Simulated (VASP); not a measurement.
# Si in VASP: one cell, several levels of theory, part 2 of 2

VASP 6.6.1, plane waves, PAW. The steps go on from the part before.

### 3 Single point with r2SCAN

INCAR

```
ENCUT = 520.000000
SIGMA = 0.010000
EDIFF = 1.00e-07
ALGO = Normal
METAGGA = R2SCAN
PREC = Accurate
IBRION = -1
ISIF = 2
ISMEAR = 0
NBANDS = 11
NELM = 120
NSW = 0
LASPH = .TRUE.
LCHARG = .FALSE.
LWAVE = .FALSE.
LREAL = .FALSE.
```

KPOINTS

```
KPOINTS created by Atomic Simulation Environment
0
Gamma
8 8 8
0 0 0
```

KPOINTS_OPT

```
special points
7
Reciprocal
0.0000000000 0.0000000000 0.0000000000 1
0.5000000000 0.0000000000 0.5000000000 1
0.6250000000 0.2500000000 0.6250000000 1
0.3750000000 0.3750000000 0.7500000000 1
0.5000000000 0.5000000000 0.5000000000 1
0.5000000000 0.2500000000 0.7500000000 1
0.0000000000 0.4218750000 0.4218750000 1
```

POSCAR

```
Si
 1.0000000000000000
     0.0000000000000000    2.6540659233000001    2.7713727607999998
     2.6540659233000001    0.0000000000000000    2.7713727607999998
     2.6540659233000001    2.6540659233000001    0.0000000000000000
 Si
   2
Cartesian
  0.0000000000000000  0.0000000000000000  0.0000000000000000
  1.3270329616500001  1.3270329616500001  1.3856863803999999
```

Command:

```sh
> mpirun -np 1 vasp_std
```

Printed to the terminal (iteration lines stand in OSZICAR):

```text
POSCAR found type information on POSCAR Si
 POSCAR found :  1 types and       2 ions
 -----------------------------------------------------------------------------
|                                                                             |
|                                                                             |
|     You enforced a specific xc type in the INCAR file but a different       |
|     I HOPE YOU KNOW WHAT YOU ARE DOING!                                     |
|                                                                             |
 -----------------------------------------------------------------------------

 LDA part: xc-table for (None), standard interpolation
 POSCAR, INCAR and KPOINTS ok, starting setup
 FFT: planning ... GRIDC
 FFT: planning ... GRID_SOFT
 FFT: planning ... GRID
 WAVECAR not read
 entering main loop
 Start KPOINTS_OPT (optional k-point list driver)
k-point batch [1-7\7]
```

OSZICAR:

```text
N       E                     dE             d eps       ncg     rms          rms(c)
DAV:   1    -0.136125412339E+01   -0.13613E+01   -0.33246E+03  1298   0.577E+02
DAV:   2    -0.181723239275E+02   -0.16811E+02   -0.16243E+02  1716   0.855E+01
DAV:   3    -0.186813210604E+02   -0.50900E+00   -0.50718E+00  1652   0.121E+01
DAV:   4    -0.186849822510E+02   -0.36612E-02   -0.36609E-02  1562   0.129E+00
DAV:   5    -0.186850159396E+02   -0.33689E-04   -0.33688E-04  1686   0.116E-01    0.622E+00
DAV:   6    -0.175244458926E+02    0.11606E+01   -0.14035E-01  1506   0.219E+00    0.429E+00
DAV:   7    -0.175194793637E+02    0.49665E-02   -0.15780E-01  1397   0.194E+00    0.323E-01
DAV:   8    -0.175184295770E+02    0.10498E-02   -0.61076E-03  1481   0.435E-01    0.420E-01
DAV:   9    -0.175185752358E+02   -0.14566E-03   -0.30770E-04  1543   0.140E-01    0.278E-02
DAV:  10    -0.175185847550E+02   -0.95192E-05   -0.52334E-06  1582   0.161E-02    0.885E-03
DAV:  11    -0.175185893857E+02   -0.46307E-05   -0.13621E-06  1526   0.794E-03    0.239E-03
DAV:  12    -0.175185891575E+02    0.22811E-06   -0.43110E-08   991   0.140E-03    0.760E-04
DAV:  13    -0.175185888786E+02    0.27892E-06   -0.51582E-09   814   0.516E-04    0.266E-04
DAV:  14    -0.175185888141E+02    0.64472E-07   -0.84323E-10   796   0.218E-04
   1 F= -.17518589E+02 E0= -.17518589E+02  d E =-.738683E-33
       N       E                     dE             ncg
DAV:   1     0.814001610112E+03   -0.16447E+04      154
DAV:   2     0.699738616403E+03   -0.11426E+03      230
DAV:   3     0.695686617827E+03   -0.40520E+01      214
DAV:   4     0.695661190829E+03   -0.25427E-01      194
DAV:   5     0.695661006380E+03   -0.18445E-03      192
DAV:   6     0.695661003912E+03   -0.24685E-05      223
DAV:   7     0.695661003880E+03   -0.31719E-07      178
```

OUTCAR, selected sections:

```text
k-points           NKPTS =     59   k-points in BZ     NKDIM =     59   number of bands    NBANDS=     11

   NELECT =       8.0000    total number of electrons

   dimension x,y,z NGX =    30 NGY =   30 NGZ =   28
   dimension x,y,z NGXF=    60 NGYF=   60 NGZF=   56

  energy-cutoff  :      520.00
  volume of cell :       39.04
      direct lattice vectors                 reciprocal lattice vectors
     0.000000000  2.654065923  2.771372761    -0.188390196  0.188390196  0.180416004
     2.654065923  0.000000000  2.771372761     0.188390196 -0.188390196  0.180416004
     2.654065923  2.654065923  0.000000000     0.188390196  0.188390196 -0.180416004

 k-points in reciprocal lattice and weights: KPOINTS created by Atomic Simulation Env
   0.00000000  0.00000000  0.00000000       0.002
   0.12500000  0.00000000  0.00000000       0.016
   0.25000000  0.00000000  0.00000000       0.016
   0.37500000  0.00000000  0.00000000       0.016
   0.50000000  0.00000000  0.00000000       0.008
   0.12500000  0.12500000  0.00000000       0.004
   0.25000000  0.12500000  0.00000000       0.016
   0.37500000  0.12500000  0.00000000       0.016
[... 51 more k-points ...]

 E-fermi :   6.2005

 k-point     1 :       0.0000    0.0000    0.0000
  band No.  band energies     occupation
      1      -6.7061      2.00000
      2       5.7720      2.00000
      3       6.1196      2.00000
      4       6.1196      2.00000
      5       8.7240      0.00000
      6       8.7240      0.00000
      7       8.8936      0.00000
      8      10.2729      0.00000
      9      13.7098      0.00000
     10      14.5659      0.00000
     11      14.8280      0.00000

 k-point     2 :       0.1250    0.0000    0.0000
  band No.  band energies     occupation
      1      -6.4863      2.00000
      2       4.3450      2.00000
      3       5.5651      2.00000
      4       5.8273      2.00000
      5       8.8209      0.00000
      6       9.1957      0.00000
      7       9.3255      0.00000
      8      11.5150      0.00000
      9      13.3246      0.00000
     10      13.9886      0.00000
     11      15.6316      0.00000

 k-point     3 :       0.2500    0.0000    0.0000
  band No.  band energies     occupation
      1      -5.8448      2.00000
      2       1.8812      2.00000
      3       5.0043      2.00000
      4       5.3607      2.00000
      5       8.4017      0.00000
      6       9.7668      0.00000
      7       9.8462      0.00000
      8      13.4372      0.00000
      9      13.7493      0.00000
     10      13.8795      0.00000
     11      15.8628      0.00000

 k-point     4 :       0.3750    0.0000    0.0000
  band No.  band energies     occupation
      1      -4.8790      2.00000
      2      -0.2841      2.00000
      3       4.6126      2.00000
      4       5.0443      2.00000
      5       8.0252      0.00000
      6       9.6299      0.00000
      7       9.8665      0.00000
      8      14.5908      0.00000
      9      15.0500      0.00000
     10      15.2241      0.00000
     11      16.8004      0.00000

 k-point     5 :       0.5000    0.0000    0.0000
  band No.  band energies     occupation
      1      -4.1836      2.00000
      2      -1.3902      2.00000
      3       4.4771      2.00000
      4       4.9381      2.00000
      5       7.8875      0.00000
      6       9.5055      0.00000
      7       9.7587      0.00000
      8      14.4087      0.00000
      9      16.9931      0.00000
     10      17.4505      0.00000
     11      18.0091      0.00000

 k-point     6 :       0.1250    0.1250    0.0000
  band No.  band energies     occupation
      1      -6.4269      2.00000
      2       4.4633      2.00000
      3       5.2705      2.00000
      4       5.2705      2.00000
      5       8.3935      0.00000
      6       9.9549      0.00000
      7       9.9549      0.00000
      8      11.1854      0.00000
      9      12.5049      0.00000
     10      14.8753      0.00000
     11      15.8594      0.00000

 k-point     7 :       0.2500    0.1250    0.0000
  band No.  band energies     occupation
      1      -5.9359      2.00000
      2       2.6152      2.00000
      3       4.6126      2.00000
      4       4.7484      2.00000
      5       8.6047      0.00000
      6      10.0827      0.00000
      7      10.8424      0.00000
      8      11.0519      0.00000
      9      14.0684      0.00000
     10      14.9062      0.00000
     11      16.9323      0.00000

 k-point     8 :       0.3750    0.1250    0.0000
  band No.  band energies     occupation
      1      -5.0663      2.00000
      2       0.4590      2.00000
      3       3.8772      2.00000
      4       4.4936      2.00000
      5       8.7560      0.00000
      6       9.7661      0.00000
      7      10.9552      0.00000
      8      12.1704      0.00000
      9      15.8507      0.00000
     10      16.1098      0.00000
     11      16.7620      0.00000

 k-point     9 :       0.5000    0.1250    0.0000
  band No.  band energies     occupation
      1      -4.1178      2.00000
      2      -1.1328      2.00000
      3       3.3668      2.00000
      4       4.5470      2.00000
      5       8.7827      0.00000
      6       9.5528      0.00000
      7      10.5714      0.00000
      8      14.3200      0.00000
      9      15.7535      0.00000
     10      17.0129      0.00000
     11      18.2359      0.00000

 k-point    10 :      -0.3750    0.1250    0.0000
  band No.  band energies     occupation
      1      -4.3368      2.00000
      2      -0.7885      2.00000
      3       3.1824      2.00000
      4       4.8766      2.00000
      5       8.9867      0.00000
      6       9.6797      0.00000
      7      10.2843      0.00000
      8      14.5322      0.00000
      9      14.5799      0.00000
     10      15.9418      0.00000
     11      18.3353      0.00000

 k-point    11 :      -0.2500    0.1250    0.0000
  band No.  band energies     occupation
      1      -5.3343      2.00000
      2       1.0929      2.00000
      3       3.3723      2.00000
      4       5.3906      2.00000
      5       9.2858      0.00000
      6      10.0062      0.00000
      7      10.0255      0.00000
      8      12.7866      0.00000
      9      12.9551      0.00000
     10      16.3753      0.00000
     11      17.3579      0.00000

[... the tables of k-points 12 to 59 left out ...]

  Total        1.1579481      1.1579481     -0.0565266      0.0000000     -0.0000000      0.0000000
  in kB       47.5172531     47.5172531     -2.3196117      0.0000000     -0.0000000      0.0000000
  external PRESSURE =      30.9049648 kB  Pullay stress =       0.0000000 kB

 POSITION                                       TOTAL-FORCE (eV/Angst)
 -----------------------------------------------------------------------------------
      0.00000      0.00000      0.00000        -0.000000      0.000000     -0.000000
      1.32703      1.32703      1.38569         0.000000     -0.000000      0.000000
 -----------------------------------------------------------------------------------
    total drift:                               -0.000000     -0.000000     -0.000000

  FREE ENERGIE OF THE ION-ELECTRON SYSTEM (eV)
  ---------------------------------------------------
  free  energy   TOTEN  =       -17.5185888141 eV

  energy  without entropy=      -17.5185888141  energy(sigma->0) =      -17.51858881
```

Hardware: 1 MPI rank of Intel Xeon Platinum 8488C, shared host.

The levels at the points of KPOINTS_OPT are read from vasprun.xml.

Levels at the named points, in eV from the top of band v (v: the last filled band by count, c: the next):

```tsv
point	v−1	v	c	c+1
Γ	0.00	0.00	2.60	2.60
X	-3.31	-3.31	0.63	0.63
U	-4.72	-2.86	1.16	4.18
K	-4.74	-2.49	1.55	4.78
L	-1.64	-1.18	1.77	3.39
W	-4.25	-4.25	4.62	4.62
```

Gap with r2SCAN: 0.48 eV, valence top at Γ, conduction bottom at (0.00, 0.42, 0.42). Least direct gap: 2.60 eV. The pressure is 3.09 GPa; the forces vanish within 0.01 eV/Å.

### 4 What came out

The summary covers parts 1 to 2.

```
 level  gap (eV)  pressure (GPa)  Ansatz: gap (eV)  Ansatz: pressure (GPa)
   PBE      0.29            4.47              0.29                    4.56
r2SCAN      0.48            3.09              0.46                    3.34
```

What this shows: The gap spans 0.29 eV (PBE) to 0.48 eV (r2SCAN). At this one volume the pressure spans 3.1 GPa (r2SCAN) to 4.5 GPa (PBE): PBE wants the largest cell and r2SCAN the smallest. The two programs agree on the gap within 0.03 eV, far less than the spread between functionals. Each program uses its own PAW datasets and cutoff.
